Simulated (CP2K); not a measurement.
## LiF (Griceite) under changes of volume

One of the cells (8.169 Å³/atom); the others are scaled copies at fixed shape and fractional positions:

```
F Li
1.0
     2.84823    0.00000    0.00000
     1.42411    2.46664    0.00000
     1.42411    0.82221    2.32557
F Li
1 1
Direct
  0.50000 0.50000 0.50000
  0.00000 0.00000 0.00000
```

| Quantity | Value |
| --- | --- |
| Program | CP2K 2026.2 |
| Functional | PBEsol |
| Potentials or basis | POTENTIAL_UZH F GTH-PBE-q7, Li GTH-PBE-q3; TZVP-MOLOPT-PBE-GTH basis |
| Density cutoff | 10204 eV |
| k mesh | 11 × 11 × 11 |
| Occupations | fermi-dirac, width 0.05 eV |
| Spin | no spin polarisation |

```csv
volume (Å³/atom),energy over the lowest point (meV/atom),pressure (GPa),gap on the mesh (eV)
7.679,7.21,4.4,9.41
7.842,?,?,?
8.006,0.35,1.1,9.02
8.169,0.00,-0.4,8.85
8.333,1.09,-1.7,8.68
8.496,3.39,-2.9,8.51
8.659,6.94,-4.0,8.36
```

Problem. What does the run at 7.842 Å³/atom give?

Solution. Energy over the lowest point 2.25 meV/atom; pressure 2.7 GPa; gap on the mesh 9.21 eV.

Worked out: A Birch-Murnaghan fit of order 3 (a polynomial in V^(-2/3)) to the other rows has its minimum at 8.13 Å³/atom with B0 = V·E''(V) = 79 GPa (rough, since the energies scatter). It gives 2.71 meV/atom at 7.842 Å³/atom, against the run's 2.25, and -dE/dV = 3.3 GPa, against 2.7. A straight line through the other rows of the gap, of slope -8.74 eV per unit of ln V (its deformation potential), gives 9.21 eV, against the run's 9.21.

Energies are extrapolated to zero smearing.

Caveats: the potentials were made for another functional, which shifts forces and pressure; an odd mesh through Γ misses points on the zone boundary, where band edges often lie; the basis of atomic orbitals isn't converged, which shifts pressures, moduli and gaps.
